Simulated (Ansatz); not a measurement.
Method: DFT PBE, scalar-relativistic, plane waves, PAW in Ansatz. Several structures of Hf3S5 were relaxed, and the powder pattern of one of them was computed from 10° to 70° in 2θ (λ = 1.5406 Å; lines under 1 % are left out).

Cu Kα1 powder pattern (kinematic, no thermal factors).
2θ (°) (relative intensity): 10.41 (79), 15.64 (50), 20.91 (4), 26.22 (17), 29.34 (60), 29.81 (12), 31.21 (35), 33.41 (43), 36.30 (8), 37.03 (2), 39.75 (100), 42.56 (4), 43.65 (3), 47.92 (8), 52.03 (30), 52.32 (1), 52.53 (19), 53.21 (9), 53.95 (8), 54.67 (12), 56.67 (2), 57.42 (3), 59.17 (13), 60.85 (9), 61.12 (1), 61.93 (5), 62.60 (15), 63.25 (7), 65.09 (1), 65.57 (2), 67.41 (21), 69.40 (7)

Problem. Which structure gives it?
A.

Space group C2/m (No. 12). a = 11.391 Å, b = 5.117 Å, c = 7.989 Å, α = 90.00°, β = 134.29°, γ = 90.00°
```tsv
atom	site	symmetry	x	y	z
Hf	2a	2/m	0.0000	0.0000	0.0000
Hf	4i	m	0.7991	0.0000	0.3918
S	4i	m	0.8040	0.5000	0.4023
S	2b	2/m	0.0000	0.5000	0.0000
S	4i	m	0.9071	0.0000	0.2070
```

B.

Space group R-3m:H (No. 166). a = 3.666 Å, b = 3.666 Å, c = 49.862 Å, α = 90.00°, β = 90.00°, γ = 120.00°
```csv
atom,site,symmetry,x,y,z
Hf,6c,3m,0.3333,0.6667,0.9703
Hf,3b,-3m,0.6667,0.3333,0.8333
S,6c,3m,0.6667,0.3333,0.9418
S,3a,-3m,0.0000,0.0000,0.0000
S,6c,3m,0.3333,0.6667,0.8622
```

C.

Space group P-6m2 (No. 187). a = 3.513 Å, b = 3.513 Å, c = 16.981 Å, α = 90.00°, β = 90.00°, γ = 120.00°
```csv
atom,site,symmetry,x,y,z
Hf,1b,-6m2,0.0000,0.0000,0.5000
Hf,2g,3m.,0.0000,0.0000,0.8944
S,2h,3m.,0.3333,0.6667,0.4073
S,2i,3m.,0.6667,0.3333,0.8074
S,1e,-6m2,0.6667,0.3333,0.0000
```

Solution. C. Its strongest line, at 2θ = 39.75°, has d = λ/(2 sin θ) = 2.266 Å and is the (1 0 5) reflection of the conventional P-6m2 cell with a = 3.513 Å, c = 16.981 Å. The others have their strongest lines at 20.5° (A); 10.6° (B).

The cells needn't be stable.
